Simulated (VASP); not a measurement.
Here is a VASP 6.6.1 calculation.

INCAR

```
PREC = Accurate
ENCUT = 600
EDIFF = 1E-7
ISMEAR = 0
SIGMA = 0.03
LREAL = F
LASPH = T
NELM = 80
ALGO = Normal
ISIF = 2
LWAVE = F
LCHARG = F
GGA = CA
IBRION = 2
NSW = 40
EDIFFG = -0.01
```

Contents of KPOINTS:

```
regular mesh
0
Gamma
  8 8 8
```

Contents of POSCAR:

```
KI                                      
1.0
    0.0000000000      3.4804776877      3.4804776877
    3.4804776877      0.0000000000      3.4804776877
    3.4804776877      3.4804776877      0.0000000000
  K               I             
     1     1
Direct
     0.0000000000000000    0.0000000000000000    0.0000000000000000
     0.5000000000000000    0.5000000000000000    0.5000000000000000
```

Potentials or basis: VASP PAW LDA potentials, release 64 (K_sv, I).

Launch:

```bash
$ cat potpaw_LDA.64/K_sv/POTCAR potpaw_LDA.64/I/POTCAR > POTCAR
$ mpirun -np 1 vasp_std > vasp.out
```

(1) Estimate the band gap on the k mesh.

Answers

(1) 3.72 eV, direct.

Caveat: the relaxation stopped at its first step, so nothing moved; spin-orbit coupling is left out, which moves the levels of the heavy elements.
